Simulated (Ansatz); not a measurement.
# Residual resistivity of an alloy: Rh(111) with 4 layers of random Rh-Zn, 2x2

Aim: the residual resistivity of a random alloy, from Rh(111) with 4 layers of random Rh-Zn, 2x2 and longer regions.

Program: Ansatz 0.2.0. Level of theory: Ansatz plane-wave DFT, PBE, PAW files; ballistic transport by layer matching (Landauer), zero bias; PAW set soft_1. Results are calculated unless marked as measured.

### Step 1. The structure

The cell holds 40 atoms: 38 Rh and 2 Zn. Its edges and angles: a = 5.378 Å, b = 5.378 Å, c = 22.012 Å, α = 93.5°, β = 86.5°, γ = 120.0°. It derives from Rh. Regions: lead, 24 atoms (24 Rh); scattering region, 16 atoms (14 Rh and 2 Zn). The structure is stacked along c, and the current runs across the ab planes.

### Step 2. With 4 alloy layers

In 4 layers a share of 0.125 of the sites is given to Zn at random. The layers about the cell's end stay perfect and serve as the lead. Energies from -0.05 to 0.05 eV in steps of 0.05 eV are too few for the program's thermal sum, so it prints no conductance; for a metal the transmission near the Fermi level serves, at a fraction of the cost.

Input file input.yaml:

```yaml
crystal:
  lattice:
    - [5.3783955991, 0.0, 0.0]
    - [-2.6891977995, 4.6578272204, 0.0]
    - [1.3445988998, -0.7763045367, 21.9572080876]
  atoms:
    - { symbol: Rh, position: [0.9916666667, 0.0083333333, 0.05] }
    - { symbol: Rh, position: [0.9916666667, 0.5083333333, 0.05] }
    - { symbol: Rh, position: [0.4916666667, 0.0083333333, 0.05] }
    - { symbol: Rh, position: [0.4916666667, 0.5083333333, 0.05] }
    - { symbol: Rh, position: [0.1416666667, 0.3583333333, 0.15] }
    - { symbol: Rh, position: [0.1416666667, 0.8583333333, 0.15] }
    - { symbol: Rh, position: [0.6416666667, 0.3583333333, 0.15] }
    - { symbol: Rh, position: [0.6416666667, 0.8583333333, 0.15] }
    - { symbol: Rh, position: [0.2916666667, 0.2083333333, 0.25] }
    - { symbol: Rh, position: [0.2916666667, 0.7083333333, 0.25] }
    - { symbol: Rh, position: [0.7916666667, 0.2083333333, 0.25] }
    - { symbol: Rh, position: [0.7916666667, 0.7083333333, 0.25] }
    - { symbol: Rh, position: [0.9416666667, 0.0583333333, 0.35] }
    - { symbol: Rh, position: [0.9416666667, 0.5583333333, 0.35] }
    - { symbol: Rh, position: [0.4416666667, 0.0583333333, 0.35] }
    - { symbol: Rh, position: [0.4416666667, 0.5583333333, 0.35] }
    - { symbol: Rh, position: [0.0916666667, 0.4083333333, 0.45] }
    - { symbol: Rh, position: [0.0916666667, 0.9083333333, 0.45] }
    - { symbol: Rh, position: [0.5916666667, 0.4083333333, 0.45] }
    - { symbol: Rh, position: [0.5916666667, 0.9083333333, 0.45] }
    - { symbol: Rh, position: [0.2416666667, 0.2583333333, 0.55] }
    - { symbol: Rh, position: [0.2416666667, 0.7583333333, 0.55] }
    - { symbol: Rh, position: [0.7416666667, 0.2583333333, 0.55] }
    - { symbol: Rh, position: [0.7416666667, 0.7583333333, 0.55] }
    - { symbol: Zn, position: [0.8916666667, 0.1083333333, 0.65] }
    - { symbol: Rh, position: [0.8916666667, 0.6083333333, 0.65] }
    - { symbol: Rh, position: [0.3916666667, 0.1083333333, 0.65] }
    - { symbol: Zn, position: [0.3916666667, 0.6083333333, 0.65] }
    - { symbol: Rh, position: [0.0416666667, 0.4583333333, 0.75] }
    - { symbol: Rh, position: [0.0416666667, 0.9583333333, 0.75] }
    - { symbol: Rh, position: [0.5416666667, 0.4583333333, 0.75] }
    - { symbol: Rh, position: [0.5416666667, 0.9583333333, 0.75] }
    - { symbol: Rh, position: [0.1916666667, 0.3083333333, 0.85] }
    - { symbol: Rh, position: [0.1916666667, 0.8083333333, 0.85] }
    - { symbol: Rh, position: [0.6916666667, 0.3083333333, 0.85] }
    - { symbol: Rh, position: [0.6916666667, 0.8083333333, 0.85] }
    - { symbol: Rh, position: [0.8416666667, 0.1583333333, 0.95] }
    - { symbol: Rh, position: [0.8416666667, 0.6583333333, 0.95] }
    - { symbol: Rh, position: [0.3416666667, 0.1583333333, 0.95] }
    - { symbol: Rh, position: [0.3416666667, 0.6583333333, 0.95] }
kpoints:
  mp_grid: { grid: [5, 5, 1] }
hamiltonian:
  xc: pbe
  pseudopotentials: { kind: paw, azcp: { folder: soft_1 } }
scf:
  occupations: { method: fermi_dirac, width: 0.1 }
output:
  transmission:
    leads: [[0, 4]]
    kmesh: [10, 10]
    e_range: [-0.05, 0.05]
    de: 0.05
  write_potential: true
  write_density: true
  volumetric_format: npy
```

Launch:

```
> ansatz run input.yaml --threads 4 --pin off --max-ram 15360MiB --backend cpu --events-out ev --progress --plain --runs-dir out
```

Numbers of over 12 decimals in the logs are rounded to 6 here.

What it wrote:

```text
Engine: ansatz 0.2.0, aarch64-unknown-linux-gnu
Pseudopotentials: kind: paw
Pseudopotential: Rh, paw, valence charge 17, recommended cutoff 420 eV (normal), soft_1/Rh.paw.azcp
Pseudopotential: Zn, paw, valence charge 12, recommended cutoff 420 eV (normal), soft_1/Zn.paw.azcp
Functional definition: PBE
  parameter kappa = 0.804
  parameter beta = 0.066725
  exchange = pbe_x(kappa = kappa, mu = beta*pi^2/3)
  correlation = pbe_c(beta = beta)
Crystal: 40 atoms, lattice volume = 550.064 Å³
Basis set: ecut = 420 eV, 10671 PW (Γ)
Bands: 402, of which v1, the nominal top of the filled ones, is band 335 counted from 1 (334 counted from 0)
Symmetry: 8 space group operations
Space group: P2/m (ITA 10), of the structure as read, at distance tolerance 8.2e-5 Å
k-points: 9 of 25
Non-local potential: Rh, projectors of the file, l = 0: 3, l = 1: 2, l = 2: 2, l = 3: 1
Non-local potential: Zn, projectors of the file, l = 0: 2, l = 1: 2, l = 2: 3, l = 3: 1
PAW form: soft (Blöchl's): semilocal exchange-correlation on the pseudo side does not see the compensation charge
PAW one-centre angular grid: Rh, 590 points (default); XC on 64 Gauss nodes
PAW one-centre angular grid: Zn, 590 points (default); XC on 64 Gauss nodes
Initial density: superposition of atomic densities (chi_scale 0.1, normalization cell, long waves of neutral atoms (reshape's long-wave potential 3.55 eV rms, cloud 2.64 Å wide))
Initial wavefunctions: pseudopotential atomic-orbital guess
Functional: x = pbe(κ = 0.804, μ = 0.219515), c = pbe(β = 0.066725)
SCF iter   1: F=—  HF=-249973.015929 eV  |F-HF|=—  |Δ(HF+E_count)|=         —  Δρ=1.18e-1  dr2=1.07e2  ethr=3.10e-3  ⟨swp⟩=5.2  Hψ=12223  notcnv=0  defer=78
preconditioner: auto → Kerker (q_TF=auto, 2.819 Å⁻¹)  [metal: Δε(μ)=0.009 eV  Ē_g=6.797 eV  σ=0.100 eV  W_gap=0.02  n_scr=226 (ndim 8)  ℏωp=30.3 eV  f_vac=0.000  D(μ)=39.59/eV (n_scr^D=432)]
SCF iter   2: F=—  HF=-249955.818373 eV  |F-HF|=—  |Δ(HF+E_count)|=    1.72e1  Δρ=5.38e-2  dr2=2.83e1  ethr=3.10e-3  ⟨swp⟩=2.0  Hψ=6223  notcnv=0  defer=193
SCF iter   3: F=—  HF=-249951.859073 eV  |F-HF|=—  |Δ(HF+E_count)|=    3.96e0  Δρ=1.26e-2  dr2=1.93e0  ethr=3.10e-3  ⟨swp⟩=2.2  Hψ=5888  notcnv=0  defer=199
SCF iter   4: F=—  HF=-249951.767847 eV  |F-HF|=—  |Δ(HF+E_count)|=   9.12e-2  Δρ=9.41e-3  dr2=4.91e-1  ethr=2.88e-4  ⟨swp⟩=2.0  Hψ=6053  notcnv=0  defer=199
SCF iter   5: F=—  HF=-249951.678109 eV  |F-HF|=—  |Δ(HF+E_count)|=   8.97e-2  Δρ=1.61e-3  dr2=9.27e-2  ethr=7.33e-5  ⟨swp⟩=2.0  Hψ=5869  notcnv=0  defer=202
SCF iter   6: F=—  HF=-249951.671292 eV  |F-HF|=—  |Δ(HF+E_count)|=   6.82e-3  Δρ=6.73e-4  dr2=3.66e-3  ethr=1.38e-5  ⟨swp⟩=1.6  Hψ=3613  notcnv=0  defer=202
SCF iter   7: F=—  HF=-249951.671176 eV  |F-HF|=—  |Δ(HF+E_count)|=   1.16e-4  Δρ=3.34e-4  dr2=2.70e-3  ethr=5.47e-7  ⟨swp⟩=2.2  Hψ=4899  notcnv=0  defer=202
SCF iter   8: F=—  HF=-249951.671021 eV  |F-HF|=—  |Δ(HF+E_count)|=   1.54e-4  Δρ=8.80e-5  dr2=2.01e-4  ethr=4.03e-7  ⟨swp⟩=1.2  Hψ=3414  notcnv=0  defer=202
SCF iter   9: F=—  HF=-249951.670972 eV  |F-HF|=—  |Δ(HF+E_count)|=   4.94e-5  Δρ=2.48e-5  dr2=1.52e-5  ethr=3.00e-8  ⟨swp⟩=2.0  Hψ=4685  notcnv=0  defer=202
SCF iter  10: F=—  HF=-249951.671487 eV  |F-HF|=—  |Δ(HF+E_count)|=   5.16e-4  Δρ=8.24e-6  dr2=9.86e-7  ethr=2.26e-9  ⟨swp⟩=2.0  Hψ=3481  notcnv=0  defer=202
SCF iter  11: F=—  HF=-249951.671487 eV  |F-HF|=—  |Δ(HF+E_count)|=   8.00e-8  Δρ=3.69e-6  dr2=4.12e-7  ethr=1.47e-10  ⟨swp⟩=2.0  Hψ=3770  notcnv=0  defer=202
SCF iter  12: F=-249951.671487 eV  HF=-249951.671487 eV  |F-HF|=7.19e-9  |Δ(HF+E_count)|=  3.49e-10  Δρ=1.19e-6  dr2=9.80e-9  ethr=1.49e-11  ⟨swp⟩=8.8  Hψ=10075  notcnv=0
SCF 1 converged in 12 iterations: F = -249951.671487 eV  dr2 = 9.80e-9
  greatest PAW one-centre occupation: 1.000 electrons in one spin orbital (limit 2), on the Rh atom at site 38 (counted from 0), in its partial waves of l = 0
transmission: 121 of 1209 steps passed
transmission: 244 of 1209 steps passed
[...]
transmission: 1209 of 1209 steps passed
SCF converged after 12 iterations
Free energy (F): -249951.671487 eV
Harris-Foulkes:  -249951.671487 eV  (|F-HF|=7.19e-9)
Internal energy: -249950.024117 eV  (E = F + TS)
E sigma→0 (E₀):  -249950.847802 eV
Entropy (-TS):   -1.647371 eV (-41.184 meV/atom)
Fermi energy:    21.825410 eV
--- Per-component energies (eV) ---
  E_band       = -3187.334455
  E_kinetic    = 20727.126505
  E_local      = -60649.225484  (includes V_loc(G=0)·N_el)
  E_nonlocal   = 12967.866854
  E_hartree    = 22661.064743
  E_xc         = -7833.292386
  E_vxc        = -9736.148651  (∫ρ·V_xc dr)
  E_paw        = -140720.883138  (= ΣΔE_a)
  E_vpaw       = -11819.099224  (= ΣTr[D̂ρ^β])
  E_aug_tail   = 0.002056  (compensation charges beyond the density's cutoff)
  E_ewald      = -97102.683266
  E_smearing   = -1.647371  (= −TS)
  E_closure    = 0.000000  (closes the sum)
  Σ components = -249951.671487   (vs F -249951.671487, Δ=0.00e0)
--- Band table (eV; the first three rows and the last of 9) ---
  k-point 0: bands = [... 331 lower, 22.3938, 22.3990, 22.3992, 22.3993, 22.4203, 22.4226, 22.4239, 22.4576, ... 63 higher]
  k-point 1: bands = [... 331 lower, 22.0210, 22.0258, 22.0419, 22.0447, 22.0699, 22.1153, 22.1433, 22.1775, ... 63 higher]
  k-point 2: bands = [... 331 lower, 21.2938, 21.3208, 21.3427, 21.4390, 21.4878, 21.5251, 21.5390, 21.5790, ... 63 higher]
  k-point 8: bands = [... 331 lower, 21.2701, 21.3117, 21.3641, 21.4437, 21.5074, 21.5578, 21.5854, 21.6355, ... 63 higher]
--- Transmission ---
  basis      : 211 plane waves across, 39 finite elements along
  points     : 31, standing for a mesh of 10 x 10
  energies   : 3 from -0.050000 to 0.050000 eV about the Fermi level, 0.050000 eV apart; the leads are filled to 0.000000 eV, and channels, transmission and decay are at 0.000000 eV
  crystal 0  : Rh4, at the sites [0, 4], period 2.1957 Å, over 19.76 Å; its Hamiltonian steps by up to 6.5 meV
    offset         : up to 0.0000 Å between an atom of the period and one for which it stands
    channels       : 7.200000e0 a spin
    conductance    : none, the energies end too early or step too widely for 300 K: set another output.transmission.e_range or a lower de, or, where they end at an eighth of basis.ecutwfc, a higher one
  junction   : crystal 0 to crystal 0, 3.69 to 23.45 Å
    transmission   : 3.501905e0 a spin
    conductance    : none, the energies end too early or step too widely for 300 K: set another output.transmission.e_range or a lower de, or, where they end at an eighth of basis.ecutwfc, a higher one
```

Wall time 3.8 min (4 threads of Arm Neoverse V1, shared host); peak memory 4.3 GiB; 14 min of CPU time.

Numbers from this step:

| Quantity | Value |
| --- | --- |
| free energy | -249951.6715 eV |
| energy at zero smearing | -249950.8478 eV |
| Fermi energy | 21.83 eV |
| cell area | 25.05 Å² |
| transmission per spin nearest the Fermi level | 3.502 |
| open channels per spin nearest the Fermi level | 7.2 |
| step of the lead's potential | 6.5 meV |

Per spin. Transmission, zone mean against energy, zero at the Fermi level:

| energy (eV) | transmission, zone mean |
| --- | --- |
| -0.0500 | 3.43 |
| 0.0000 | 3.50 |
| 0.0500 | 3.48 |

Per spin. The open channels, zone mean, lead by energy, zero at the Fermi level:

| energy (eV) | open channels, zone mean, lead |
| --- | --- |
| -0.0500 | 6.72 |
| 0.0000 | 7.2 |
| 0.0500 | 7.08 |

Transmission over k1 and k2. At 0.0000 eV from the Fermi level.

Ten even steps from '0' (2.36) to '9' (7.59):
```
0103122130
1021231233
2313201121
2122441112
2230494032
2211144221
2121102313
1332132120
0031221301
1012222210
```
Columns: k1 (b1) from -0.5 to 0.4; rows upwards: k2 (b2) from -0.5 to 0.4.

Open channels over k1 and k2. At 0.0000 eV from the Fermi level.

Ten even steps from '0' (6.0) to '9' (12.0):
```
0006000060
1013310166
1630103610
0031551300
0010595010
0003155130
1016301036
1661013310
0060000600
0011000110
```
Columns: k1 (b1) from -0.5 to 0.4; rows upwards: k2 (b2) from -0.5 to 0.4.

Over the solved energies the transmission per spin lies between 3.43 and 3.50, out of 7 channels of the lead on average (up to 7.2).

### Step 3. With 8 alloy layers

In 8 layers a share of 0.125 of the sites is given to Zn at random. A fresh draw is used; the growth of the resistance with length is what counts.

System of this step: Rh(111) with 8 layers of random Rh-Zn, 2x2. The cell holds 56 atoms: 52 Rh and 4 Zn. Its edges and angles: a = 5.378 Å, b = 5.378 Å, c = 30.779 Å, α = 87.5°, β = 92.5°, γ = 120.0°. It derives from Rh. Regions: lead, 24 atoms (24 Rh); scattering region, 32 atoms (28 Rh and 4 Zn). The structure is stacked along c, and the current runs across the ab planes.

Input file input.yaml:

```yaml
crystal:
  lattice:
    - [5.3783955991, 0.0, 0.0]
    - [-2.6891977995, 4.6578272204, 0.0]
    - [-1.3445988998, 0.7763045367, 30.7400913226]
  atoms:
    - { symbol: Rh, position: [0.005952381, 0.994047619, 0.0357142857] }
    - { symbol: Rh, position: [0.005952381, 0.494047619, 0.0357142857] }
    - { symbol: Rh, position: [0.505952381, 0.994047619, 0.0357142857] }
    - { symbol: Rh, position: [0.505952381, 0.494047619, 0.0357142857] }
    - { symbol: Rh, position: [0.1845238095, 0.3154761905, 0.1071428571] }
    - { symbol: Rh, position: [0.1845238095, 0.8154761905, 0.1071428571] }
    - { symbol: Rh, position: [0.6845238095, 0.3154761905, 0.1071428571] }
    - { symbol: Rh, position: [0.6845238095, 0.8154761905, 0.1071428571] }
    - { symbol: Rh, position: [0.3630952381, 0.1369047619, 0.1785714286] }
    - { symbol: Rh, position: [0.3630952381, 0.6369047619, 0.1785714286] }
    - { symbol: Rh, position: [0.8630952381, 0.1369047619, 0.1785714286] }
    - { symbol: Rh, position: [0.8630952381, 0.6369047619, 0.1785714286] }
    - { symbol: Rh, position: [0.0416666667, 0.9583333333, 0.25] }
    - { symbol: Rh, position: [0.0416666667, 0.4583333333, 0.25] }
    - { symbol: Zn, position: [0.5416666667, 0.9583333333, 0.25] }
    - { symbol: Rh, position: [0.5416666667, 0.4583333333, 0.25] }
    - { symbol: Rh, position: [0.2202380952, 0.2797619048, 0.3214285714] }
    - { symbol: Rh, position: [0.2202380952, 0.7797619048, 0.3214285714] }
    - { symbol: Rh, position: [0.7202380952, 0.2797619048, 0.3214285714] }
    - { symbol: Rh, position: [0.7202380952, 0.7797619048, 0.3214285714] }
    - { symbol: Rh, position: [0.3988095238, 0.1011904762, 0.3928571429] }
    - { symbol: Rh, position: [0.3988095238, 0.6011904762, 0.3928571429] }
    - { symbol: Rh, position: [0.8988095238, 0.1011904762, 0.3928571429] }
    - { symbol: Rh, position: [0.8988095238, 0.6011904762, 0.3928571429] }
    - { symbol: Rh, position: [0.0773809524, 0.9226190476, 0.4642857143] }
    - { symbol: Rh, position: [0.0773809524, 0.4226190476, 0.4642857143] }
    - { symbol: Rh, position: [0.5773809524, 0.9226190476, 0.4642857143] }
    - { symbol: Rh, position: [0.5773809524, 0.4226190476, 0.4642857143] }
    - { symbol: Zn, position: [0.255952381, 0.244047619, 0.5357142857] }
    - { symbol: Rh, position: [0.255952381, 0.744047619, 0.5357142857] }
    - { symbol: Rh, position: [0.755952381, 0.244047619, 0.5357142857] }
    - { symbol: Rh, position: [0.755952381, 0.744047619, 0.5357142857] }
    - { symbol: Rh, position: [0.4345238095, 0.0654761905, 0.6071428571] }
    - { symbol: Rh, position: [0.4345238095, 0.5654761905, 0.6071428571] }
    - { symbol: Rh, position: [0.9345238095, 0.0654761905, 0.6071428571] }
    - { symbol: Rh, position: [0.9345238095, 0.5654761905, 0.6071428571] }
    - { symbol: Rh, position: [0.1130952381, 0.8869047619, 0.6785714286] }
    - { symbol: Rh, position: [0.1130952381, 0.3869047619, 0.6785714286] }
    - { symbol: Zn, position: [0.6130952381, 0.8869047619, 0.6785714286] }
    - { symbol: Rh, position: [0.6130952381, 0.3869047619, 0.6785714286] }
    - { symbol: Rh, position: [0.2916666667, 0.2083333333, 0.75] }
    - { symbol: Rh, position: [0.2916666667, 0.7083333333, 0.75] }
    - { symbol: Rh, position: [0.7916666667, 0.2083333333, 0.75] }
    - { symbol: Zn, position: [0.7916666667, 0.7083333333, 0.75] }
    - { symbol: Rh, position: [0.4702380952, 0.0297619048, 0.8214285714] }
    - { symbol: Rh, position: [0.4702380952, 0.5297619048, 0.8214285714] }
    - { symbol: Rh, position: [0.9702380952, 0.0297619048, 0.8214285714] }
    - { symbol: Rh, position: [0.9702380952, 0.5297619048, 0.8214285714] }
    - { symbol: Rh, position: [0.1488095238, 0.8511904762, 0.8928571429] }
    - { symbol: Rh, position: [0.1488095238, 0.3511904762, 0.8928571429] }
    - { symbol: Rh, position: [0.6488095238, 0.8511904762, 0.8928571429] }
    - { symbol: Rh, position: [0.6488095238, 0.3511904762, 0.8928571429] }
    - { symbol: Rh, position: [0.3273809524, 0.1726190476, 0.9642857143] }
    - { symbol: Rh, position: [0.3273809524, 0.6726190476, 0.9642857143] }
    - { symbol: Rh, position: [0.8273809524, 0.1726190476, 0.9642857143] }
    - { symbol: Rh, position: [0.8273809524, 0.6726190476, 0.9642857143] }
kpoints:
  mp_grid: { grid: [5, 5, 1] }
hamiltonian:
  xc: pbe
  pseudopotentials: { kind: paw, azcp: { folder: soft_1 } }
scf:
  occupations: { method: fermi_dirac, width: 0.1 }
output:
  transmission:
    leads: [[0, 4]]
    kmesh: [10, 10]
    e_range: [-0.05, 0.05]
    de: 0.05
  write_potential: true
  write_density: true
  volumetric_format: npy
```

What it wrote:

```text
[...]
Crystal: 56 atoms, lattice volume = 770.090 Å³
Basis set: ecut = 420 eV, 14937 PW (Γ)
Bands: 560, of which v1, the nominal top of the filled ones, is band 466 counted from 1 (465 counted from 0)
Symmetry: 2 space group operations
[...]
k-points: 9 of 25 (time reversal used)
[...]
SCF iter   1: F=—  HF=-346262.875532 eV  |F-HF|=—  |Δ(HF+E_count)|=         —  Δρ=1.20e-1  dr2=1.56e2  ethr=3.10e-3  ⟨swp⟩=5.7  Hψ=16726  notcnv=0  defer=242
[...]
SCF iter  13: F=-346232.360803 eV  HF=-346232.360803 eV  |F-HF|=1.43e-8  |Δ(HF+E_count)|=   1.34e-9  Δρ=1.29e-6  dr2=8.90e-9  ethr=1.07e-11  ⟨swp⟩=1.0  Hψ=9975  notcnv=0
SCF 1 converged in 13 iterations: F = -346232.360803 eV  dr2 = 8.90e-9
[...]
transmission: 174 of 1705 steps passed
transmission: 342 of 1705 steps passed
[...]
transmission: 1705 of 1705 steps passed
SCF converged after 13 iterations
Free energy (F): -346232.360803 eV
[...]
Internal energy: -346230.159814 eV  (E = F + TS)
E sigma→0 (E₀):  -346231.260309 eV
Entropy (-TS):   -2.200990 eV (-39.303 meV/atom)
Fermi energy:    21.554278 eV
[...]
--- Band table (eV; the first three rows and the last of 9) ---
  k-point 0: bands = [... 462 lower, 22.1367, 22.1375, 22.1607, 22.1783, 22.1879, 22.1883, 22.1965, 22.1968, ... 90 higher]
  k-point 1: bands = [... 462 lower, 21.7674, 21.7887, 21.8123, 21.8270, 21.8358, 21.8546, 21.8870, 21.8962, ... 90 higher]
  k-point 2: bands = [... 462 lower, 21.1096, 21.1395, 21.1561, 21.1865, 21.1989, 21.2233, 21.2821, 21.3316, ... 90 higher]
  k-point 8: bands = [... 462 lower, 21.1252, 21.1324, 21.1350, 21.1830, 21.2136, 21.2598, 21.2606, 21.3063, ... 90 higher]
--- Transmission ---
  basis      : 211 plane waves across, 55 finite elements along
  points     : 31, standing for a mesh of 10 x 10
[...]
channels       : 7.040000e0 a spin
[...]
junction   : crystal 0 to crystal 0, 0.70 to 29.24 Å
    transmission   : 3.387958e0 a spin
[...]
```

Elapsed: 9.6 min, on 4 threads; peak memory 7.9 GiB.

This step gave:

```yaml
free_energy: -346232.3608 eV
energy_at_zero_smearing: -346231.2603 eV
fermi_energy: 21.55 eV
transmission_per_spin_nearest_the_fermi_level: 3.388
open_channels_per_spin_nearest_the_fermi_level: 7.04
step_of_the_lead_s_potential: 34.8 meV
```

Per spin. Table of transmission, zone mean by energy, zero at the Fermi level:

| energy (eV) | transmission, zone mean |
| --- | --- |
| -0.0500 | 3.29 |
| 0.0000 | 3.39 |
| 0.0500 | 3.31 |

Over the solved energies the transmission per spin lies between 3.29 and 3.39, out of 6.93 channels of the lead on average (up to 7.04). The log calls the step of a lead's potential too much.

(Continued in part 2 of 2.)

[Logs are printed without paths, hosts, clocks, repeated set-up lines and the standing remarks that a program may print on its own settings, such as how far it seeks lower states.]

[Hosts, paths, dates, database ids (printed as entryN), source tags and the programs' standing remarks are cut or masked in the printed files.]
